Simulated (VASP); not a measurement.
# Ni (Fm-3m) in VASP: band structure with PBE

Aim: the band structure of Ni with PBE.

All numbers are computed with VASP 6.6.1; they aren't measurements. Logs are shortened: lines on timing, memory, paths and dates and some standing lists are left out, and cuts for length are marked.

### 1 The structure

It takes space group Fm-3m (No. 225, cubic). The conventional cell has a = 3.521 Å, b = 3.521 Å, c = 3.521 Å, α = 90.00°, β = 90.00°, γ = 90.00°. Around Ni (site symmetry m-3m) lie 12 Ni at 2.49 Å.

### 2 Band structure, PBE, collinear spin, ferromagnetic start

The input, POSCAR:

```
Ni                                      
1.0
    0.0000000000      1.7604162454      1.7604162454
    1.7604162454      0.0000000000      1.7604162454
    1.7604162454      1.7604162454      0.0000000000
  Ni            
     1
Direct
     0.0000000000000000    1.0000000000000000    0.0000000000000000
```

The input, INCAR.step1:

```
PREC = Accurate
ENCUT = 520
EDIFF = 1E-7
ISMEAR = 0
SIGMA = 0.1
LREAL = False
LASPH = True
NELM = 150
ALGO = Normal
ISIF = 2
LWAVE = False
LCHARG = True
ISPIN = 2
MAGMOM = 0.8
LORBIT = 11
LMAXMIX = 4
GGA = PE
```

The input, KPOINTS.step1:

```
Automatic mesh
0
Gamma
  12 12 12
```

The input, INCAR.step2:

```
PREC = Accurate
ENCUT = 520
EDIFF = 1E-7
ISMEAR = 0
SIGMA = 0.05
LREAL = False
LASPH = True
NELM = 150
ALGO = Normal
ISIF = 2
LWAVE = False
LCHARG = False
ISPIN = 2
MAGMOM = 0.8
LORBIT = 11
LMAXMIX = 4
GGA = PE
ICHARG = 11
```

The input, KPOINTS.step2:

```
path GXWKGLUWLK,UX
10
line-mode
reciprocal
 0.0000000000  0.0000000000  0.0000000000  G
 0.5000000000  0.0000000000  0.5000000000  X

 0.5000000000  0.0000000000  0.5000000000  X
 0.5000000000  0.2500000000  0.7500000000  W

 0.5000000000  0.2500000000  0.7500000000  W
 0.3750000000  0.3750000000  0.7500000000  K

 0.3750000000  0.3750000000  0.7500000000  K
 0.0000000000  0.0000000000  0.0000000000  G

 0.0000000000  0.0000000000  0.0000000000  G
 0.5000000000  0.5000000000  0.5000000000  L

 0.5000000000  0.5000000000  0.5000000000  L
 0.6250000000  0.2500000000  0.6250000000  U

 0.6250000000  0.2500000000  0.6250000000  U
 0.5000000000  0.2500000000  0.7500000000  W

 0.5000000000  0.2500000000  0.7500000000  W
 0.5000000000  0.5000000000  0.5000000000  L

 0.5000000000  0.5000000000  0.5000000000  L
 0.3750000000  0.3750000000  0.7500000000  K

 0.6250000000  0.2500000000  0.6250000000  U
 0.5000000000  0.0000000000  0.5000000000  X
```

Potentials or basis: VASP PAW PBE potentials, release 64 (Ni).

Launch:

```bash
$ cat potpaw_PBE.64/Ni/POTCAR > POTCAR
$ cp INCAR.step1 INCAR
$ cp KPOINTS.step1 KPOINTS
$ mpirun -np 1 vasp_std > vasp.out
$ cp INCAR.step2 INCAR
$ cp KPOINTS.step2 KPOINTS
$ mpirun -np 1 vasp_std > vasp.out
```

OUTCAR:

```text
PREC = Accurate
   ENCUT = 520
   EDIFF = 1E-7
   ISMEAR = 0
   LREAL = False
   LASPH = True
   NELM = 150
   ISIF = 2
   ISPIN = 2
   LORBIT = 11
   GGA = PE
   ICHARG = 11

 ion  position               nearest neighbor table
   1  0.000  0.000  0.000-

  LATTYP: Found a face centered cubic cell.
 ALAT       =     3.5208324908

  Lattice vectors:

 A1 = (   0.0000000000,   1.7604162454,   1.7604162454)
 A2 = (   1.7604162454,   0.0000000000,   1.7604162454)
 A3 = (   1.7604162454,   1.7604162454,   0.0000000000)

Analysis of symmetry for initial positions (statically):
=====================================================================
 Subroutine PRICEL returns:
 Original cell was already a primitive cell.

 Routine SETGRP: Setting up the symmetry group for a
 face centered cubic supercell.

 Subroutine GETGRP returns: Found 48 space group operations
 (whereof 48 operations were pure point group operations)
 out of a pool of 48 trial point group operations.

The static configuration has the point symmetry O_h .

Analysis of symmetry for dynamics (positions and initial velocities):
=====================================================================
 Subroutine PRICEL returns:
 Original cell was already a primitive cell.

 Routine SETGRP: Setting up the symmetry group for a
 face centered cubic supercell.

 Subroutine GETGRP returns: Found 48 space group operations
 (whereof 48 operations were pure point group operations)
 out of a pool of 48 trial point group operations.

The dynamic configuration has the point symmetry O_h .

Analysis of structural, dynamic, and magnetic symmetry:
=====================================================================
 Subroutine PRICEL returns:
 Original cell was already a primitive cell.

 Routine SETGRP: Setting up the symmetry group for a
 face centered cubic supercell.

 Subroutine GETGRP returns: Found 48 space group operations
 (whereof 48 operations were pure point group operations)
 out of a pool of 48 trial point group operations.

The overall configuration has the point symmetry O_h .

 Subroutine INISYM returns: Found 48 space group operations
 (whereof 48 operations are pure point group operations),
 and found     1 'primitive' translations

----------------------------------------------------------------------------------------

                                     Primitive cell

  volume of cell :      10.9113

  direct lattice vectors                    reciprocal lattice vectors
     0.000000000  1.760416245  1.760416245    -0.284023737  0.284023737  0.284023737
     1.760416245  0.000000000  1.760416245     0.284023737 -0.284023737  0.284023737
     1.760416245  1.760416245  0.000000000     0.284023737  0.284023737 -0.284023737

  length of vectors
     2.489604530  2.489604530  2.489604530     0.491943542  0.491943542  0.491943542

  position of ions in fractional coordinates (direct lattice)
     0.000000000  0.000000000  0.000000000

  ion indices of the primitive-cell ions
   primitive index   ion index
                 1           1

----------------------------------------------------------------------------------------

 KPOINTS: path GXWKGLUWLK,UX

Interpolating k-points between supplied coordinates.

 Line segments in fractional coordinates (reciprocal lattice):
    0.000000  0.000000  0.000000  ...  0.500000  0.000000  0.500000
    0.500000  0.000000  0.500000  ...  0.500000  0.250000  0.750000
    0.500000  0.250000  0.750000  ...  0.375000  0.375000  0.750000
    0.375000  0.375000  0.750000  ...  0.000000  0.000000  0.000000
    0.000000  0.000000  0.000000  ...  0.500000  0.500000  0.500000
    0.500000  0.500000  0.500000  ...  0.625000  0.250000  0.625000
    0.625000  0.250000  0.625000  ...  0.500000  0.250000  0.750000
    0.500000  0.250000  0.750000  ...  0.500000  0.500000  0.500000
    0.500000  0.500000  0.500000  ...  0.375000  0.375000  0.750000
    0.625000  0.250000  0.625000  ...  0.500000  0.000000  0.500000

 Generated    10 points on each line segment, for a total of    100 k-points:

 Following reciprocal coordinates:
            Coordinates               Weight
  0.000000  0.000000  0.000000      0.010000
  0.055556  0.000000  0.055556      0.010000
  0.111111  0.000000  0.111111      0.010000
  0.166667  0.000000  0.166667      0.010000
  0.222222  0.000000  0.222222      0.010000
  0.277778  0.000000  0.277778      0.010000
[... 16 lines left out ...]
  0.472222  0.277778  0.750000      0.010000
  0.458333  0.291667  0.750000      0.010000
 [... further k-points ...]
   k-points           NKPTS =    100   k-points in BZ     NKDIM =    100   number of bands    NBANDS=      9
   number of dos      NEDOS =    301   number of ions     NIONS =      1
   total plane-waves  NPLWV =   8000
   dimension x,y,z NGX =    20 NGY =   20 NGZ =   20
   dimension x,y,z NGXF=    40 NGYF=   40 NGZF=   40
   ions per type =               1
   NGX,Y,Z   is equivalent  to a cutoff of  13.36, 13.36, 13.36 a.u.
   NGXF,Y,Z  is equivalent  to a cutoff of  26.71, 26.71, 26.71 a.u.
 SYSTEM =  unknown system
   PREC   = accura    normal or accurate (medium, high low for compatibility)
   ISTART =      0    job   : 0-new  1-cont  2-samecut
   ICHARG =     11    charge: 1-file 2-atom 10-const
   ISPIN  =      2    spin polarized calculation?
   LNONCOLLINEAR =      F non collinear calculations
   LSORBIT =      F    spin-orbit coupling
   LASPH  =      T    aspherical Exc in radial PAW
   ENCUT  =  520.0 eV  38.22 Ry    6.18 a.u.   4.63  4.63  4.63*2*pi/ulx,y,z
   NELM   =    150;   NELMIN=  2; NELMDL=  0     # of ELM steps
   EDIFF  = 0.1E-06   stopping-criterion for ELM
   LREAL  =      F    real-space projection
   EDIFFG = 0.1E-05   stopping-criterion for IOM
   NSW    =      0    number of steps for IOM
   IBRION =     -1    ionic relax: 0-MD 1-quasi-New 2-CG
   NFREE  =      0    steps in history (QN), initial steepest desc. (CG)
   ISIF   =      2    stress and relaxation
   ISYM   =      2    0-nonsym 1-usesym 2-fastsym
   POTIM  = 0.5000    time-step for ionic-motion
   TEBEG  =    0.0;   TEEND  =   0.0 temperature during run
   PSTRESS=    0.0 pullay stress
   NELECT =      10.0000    total number of electrons
   NUPDOWN=      -1.0000    fix difference up-down
   EMIN   =  10.00;   EMAX   =-10.00  energy-range for DOS
   EFERMI =   0.00;   METHOD = LEGACY
   ISMEAR =     0;   SIGMA  =   0.05  broadening in eV -4-tet -1-fermi 0-gaus
   EFERMI_NEDOS =   21; number of points for ismear=-14 and -15
   IALGO  =     38    algorithm
   IMIX   =      4    mixing-type and parameters
     AMIX     =   0.40;   BMIX     =  1.00
     AMIX_MAG =   1.60;   BMIX_MAG =  1.00
  volume/ion in A,a.u.               =      10.91        73.63
  Fermi-wavevector in a.u.,A,eV,Ry     =   1.590192  3.005026 34.405181  2.528709
  Thomas-Fermi vector in A             =   2.688925
   LORBIT       =     11    0 simple, 1 ext, 2 COOP (PROOUT), +10 PAW based schemes
   GGA     = PE    functional components
   LHFCALC =     F    Hartree Fock is set to
   AEXX    =    0.0000 exact exchange contribution
   IVDW    =     0    specifies the selected vdW correction
   LEPSILON=     F    determine dielectric tensor
   LRPA    =     F    only Hartree local field effects (RPA)
 spin polarized calculation
 Gauss-broadening in eV      SIGMA  =   0.05
  energy-cutoff  :      520.00
  volume of cell :       10.91
 maximum number of plane-waves:       304
 NGX is ok and might be reduce to    20

 number of electron      10.0000010 magnetization       0.6810970

 Free energy of the ion-electron system (eV)
  ---------------------------------------------------
  ext. energy  EPLUGINS =         0.00000000
  ---------------------------------------------------
  free energy    TOTEN  =        -4.66338074 eV

  energy without entropy =       -4.65909222  energy(sigma->0) =       -4.66123648

 E-fermi :   9.5127     XC(G=0): -13.2400

 val. band max:        9.5077038407   @ k =   0.4861   0.4861   0.5278
 cond. band min:       9.5194300907   @ k =   0.5972   0.2500   0.6528
 fundamental gap:      0.0117262500
 Fermi energy:         9.5126870746

 spin component 1

 k-point     1 :       0.0000    0.0000    0.0000
  band No.  band energies     occupation
      1       0.3447      1.00000
      2       6.8649      1.00000
      3       6.8649      1.00000
      4       6.8649      1.00000
      5       8.0427      1.00000
      6       8.0427      1.00000
      7      33.0404      0.00000
      8      36.8710      0.00000
      9      36.8710      0.00000

 k-point     2 :       0.0556    0.0000    0.0556
  band No.  band energies     occupation
      1       0.5054      1.00000
      2       6.8079      1.00000
      3       6.9095      1.00000
      4       6.9095      1.00000
      5       7.9901      1.00000
      6       8.0633      1.00000
      7      32.6925      0.00000
      8      35.5851      0.00000
      9      35.5853      0.00000
[... 253 lines left out ...]
 k-point    24 :       0.4583    0.2917    0.7500
  band No.  band energies     occupation
      1       5.5225      1.00000
      2       5.8802      1.00000
      3       6.6407      1.00000
      4       8.0405      1.00000
      5       8.7618      1.00000
      6      15.9569      0.00000
      7      17.1939      0.00000
      8      19.4079      0.00000
      9      21.7343      0.00000

 [... further k-points ...]

 spin component 2

 k-point     1 :       0.0000    0.0000    0.0000
  band No.  band energies     occupation
      1       0.3111      1.00000
      2       7.6813      1.00000
      3       7.6813      1.00000
      4       7.6813      1.00000
      5       8.6801      1.00000
      6       8.6801      1.00000
      7      32.8667      0.00000
      8      36.8565      0.00000
      9      36.8565      0.00000

 k-point     2 :       0.0556    0.0000    0.0556
  band No.  band energies     occupation
      1       0.4719      1.00000
      2       7.6188      1.00000
      3       7.7276      1.00000
      4       7.7276      1.00000
      5       8.6241      1.00000
      6       8.7015      1.00000
      7      32.5555      0.00000
      8      35.6264      0.00000
      9      35.6494      0.00000
[... 253 lines left out ...]
 k-point    24 :       0.4583    0.2917    0.7500
  band No.  band energies     occupation
      1       5.9407      1.00000
      2       6.5310      1.00000
      3       7.3066      1.00000
      4       8.6558      1.00000
      5       9.6932      0.00000
      6      16.1632      0.00000
      7      17.3910      0.00000
      8      19.5998      0.00000
      9      21.8582      0.00000

 [... further k-points ...]

------------------------ aborting loop because EDIFF is reached ----------------------------------------

  FORCE on cell =-STRESS in cart. coord.  units (eV):
  Direction    XX          YY          ZZ          XY          YZ          ZX
  --------------------------------------------------------------------------------------
  -------------------------------------------------------------------------------------
  Total       14.5524300     14.5524300     14.5524300     -0.0000000     -0.0000000      0.0000000
  in kB     2136.8301471   2136.8301471   2136.8301471     -0.0000000     -0.0000000      0.0000000
  external PRESSURE =    2136.8301471 kB  Pullay stress =       0.0000000 kB

 VOLUME and BASIS-vectors are now :
 -----------------------------------------------------------------------------
  energy-cutoff  :      520.00
  volume of cell :       10.91
      direct lattice vectors                 reciprocal lattice vectors
     0.000000000  1.760416245  1.760416245    -0.284023737  0.284023737  0.284023737
     1.760416245  0.000000000  1.760416245     0.284023737 -0.284023737  0.284023737
     1.760416245  1.760416245  0.000000000     0.284023737  0.284023737 -0.284023737

 POSITION                                       TOTAL-FORCE (eV/Angst)
 -----------------------------------------------------------------------------------
      0.00000      0.00000      0.00000         0.000000      0.000000      0.000000
 -----------------------------------------------------------------------------------
    total drift:                               -0.000000     -0.000000     -0.000000

  FREE ENERGIE OF THE ION-ELECTRON SYSTEM (eV)
  ---------------------------------------------------
  free  energy   TOTEN  =        -4.6633807397 eV

  energy  without entropy=       -4.6590922183  energy(sigma->0) =       -4.66123648

 total charge

# of ion       s       p       d       tot
------------------------------------------
    1        0.368   0.442   8.546   9.356

 magnetization (x)

# of ion       s       p       d       tot
------------------------------------------
    1       -0.005  -0.028   0.610   0.577
```

Wall time 26 s (1 thread of AMD EPYC 7R13 (Zen 3), shared host); peak memory 0.11 GiB.

Results:

| Quantity | Value |
| --- | --- |
| Band gap along the path | none (metal or under the smearing width) |
| Net moment | 0.68 μB per cell |

Levels at the corners of the path, in eV from the Fermi level:
Spin up:
| point | band 3 | band 4 | band 5 | band 6 | band 7 | band 8 |
| --- | --- | --- | --- | --- | --- | --- |
| Γ | -2.47 | -2.47 | -1.29 | -1.29 | 23.71 | 27.54 |
| X | -0.59 | -0.52 | -0.52 | 2.45 | 9.18 | 14.80 |
| X | -0.59 | -0.52 | -0.52 | 2.45 | 9.18 | 14.80 |
| W | -3.10 | -1.35 | -0.52 | 7.70 | 7.70 | 9.94 |
| W | -3.10 | -1.35 | -0.52 | 7.70 | 7.70 | 9.94 |
| K | -2.14 | -1.13 | -0.78 | 5.69 | 7.26 | 9.91 |
| K | -2.14 | -1.13 | -0.78 | 5.69 | 7.26 | 9.91 |
| Γ | -2.47 | -2.47 | -1.29 | -1.29 | 23.71 | 27.54 |
| Γ | -2.47 | -2.47 | -1.29 | -1.29 | 23.71 | 27.54 |
| L | -2.44 | -0.65 | -0.65 | -0.28 | 5.62 | 22.20 |
| L | -2.44 | -0.65 | -0.65 | -0.28 | 5.62 | 22.20 |
| U | -2.14 | -1.13 | -0.78 | 5.69 | 7.26 | 9.91 |
| U | -2.14 | -1.13 | -0.78 | 5.69 | 7.26 | 9.91 |
| W | -3.10 | -1.35 | -0.52 | 7.70 | 7.70 | 9.94 |
| W | -3.10 | -1.35 | -0.52 | 7.70 | 7.70 | 9.94 |
| L | -2.44 | -0.65 | -0.65 | -0.28 | 5.62 | 22.20 |
| L | -2.44 | -0.65 | -0.65 | -0.28 | 5.62 | 22.20 |
| K | -2.14 | -1.13 | -0.78 | 5.69 | 7.26 | 9.91 |
| U | -2.14 | -1.13 | -0.78 | 5.69 | 7.26 | 9.91 |
| X | -0.59 | -0.52 | -0.52 | 2.45 | 9.18 | 14.80 |
Spin down:
| point | band 2 | band 3 | band 4 | band 5 | band 6 | band 7 |
| --- | --- | --- | --- | --- | --- | --- |
| Γ | -1.65 | -1.65 | -1.65 | -0.65 | -0.65 | 23.53 |
| X | -3.55 | 0.08 | 0.41 | 0.41 | 2.41 | 9.45 |
| X | -3.55 | 0.08 | 0.41 | 0.41 | 2.41 | 9.45 |
| W | -2.43 | -2.43 | -0.75 | 0.41 | 7.90 | 7.90 |
| W | -2.43 | -2.43 | -0.75 | 0.41 | 7.90 | 7.90 |
| K | -3.14 | -1.47 | -0.50 | 0.14 | 5.92 | 7.45 |
| K | -3.14 | -1.47 | -0.50 | 0.14 | 5.92 | 7.45 |
| Γ | -1.65 | -1.65 | -1.65 | -0.65 | -0.65 | 23.53 |
| Γ | -1.65 | -1.65 | -1.65 | -0.65 | -0.65 | 23.53 |
| L | -1.77 | -1.77 | -0.35 | 0.17 | 0.17 | 6.08 |
| L | -1.77 | -1.77 | -0.35 | 0.17 | 0.17 | 6.08 |
| U | -3.14 | -1.47 | -0.50 | 0.14 | 5.92 | 7.45 |
| U | -3.14 | -1.47 | -0.50 | 0.14 | 5.92 | 7.45 |
| W | -2.43 | -2.43 | -0.75 | 0.41 | 7.90 | 7.90 |
| W | -2.43 | -2.43 | -0.75 | 0.41 | 7.90 | 7.90 |
| L | -1.77 | -1.77 | -0.35 | 0.17 | 0.17 | 6.08 |
| L | -1.77 | -1.77 | -0.35 | 0.17 | 0.17 | 6.08 |
| K | -3.14 | -1.47 | -0.50 | 0.14 | 5.92 | 7.45 |
| U | -3.14 | -1.47 | -0.50 | 0.14 | 5.92 | 7.45 |
| X | -3.55 | 0.08 | 0.41 | 0.41 | 2.41 | 9.45 |

Caveat: the log is that of the step along the path at fixed density, whose energy, stress, charges and moments have no meaning.
